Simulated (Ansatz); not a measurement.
# Te2Mo in Ansatz: the effect of Hubbard term

Te2Mo, a slab with vacuum:

```
Te Mo
1.0
     3.56138    0.00000    0.00000
    -1.78069    3.08425    0.00000
     0.00000    0.00000   38.99027
Te Mo
8 4
Cartesian
  0.0000 2.0562 12.7975
  0.0000 2.0562 37.1116
  1.7807 1.0281 5.4618
  1.7807 1.0281 29.7742
  1.7807 1.0281 1.8786
  1.7807 1.0281 26.1928
  0.0000 2.0562 9.2161
  0.0000 2.0562 33.5285
  1.7807 1.0281 11.0084
  1.7807 1.0281 35.3197
  0.0000 2.0562 3.6706
  0.0000 2.0562 27.9818
```

Alike in all runs:

| Item | Value |
| --- | --- |
| Program | Ansatz 0.2.0 |
| Task | single point |
| Functional | PBEsol |
| Potentials or basis | Ansatz PAW |
| Cutoff | 420 eV (not typed: the program's choice for these potentials) |
| k mesh | 7 × 7 × 1 |
| Occupations | fermi-dirac, width 0.05 eV |
| Spin | no spin polarisation |
| Hubbard projectors | ortho-atomic (the default) |
| Double counting | fll (the default) |

Q: One run gave: gap on the mesh 0.94 eV; largest force 0.32 eV/Å. Which Hubbard term did it use?
A. Mo d U = 5 eV
B. Mo d U = 6 eV
C. Mo d U = 8 eV

A: B.

```tsv
Hubbard term	gap on the mesh (eV)	largest force (eV/Å)
Mo d U = 5 eV	1.11	0.27
Mo d U = 6 eV	0.94	0.32
Mo d U = 8 eV	1.05	0.26
```

Caveats: odd divisions of the mesh miss points on the zone boundary, where band edges often lie, so the gap on the mesh can be too wide; spin-orbit coupling is left out, which moves the levels of the heavy elements; the PAW data sets come from PBE, with cores solved anew for the run's functional, which leaves a small shift of forces and pressure; the U is typed as a test and isn't derived for this compound.

A k mesh can miss the band edges.

Runs at the PBE level aren't shown here.
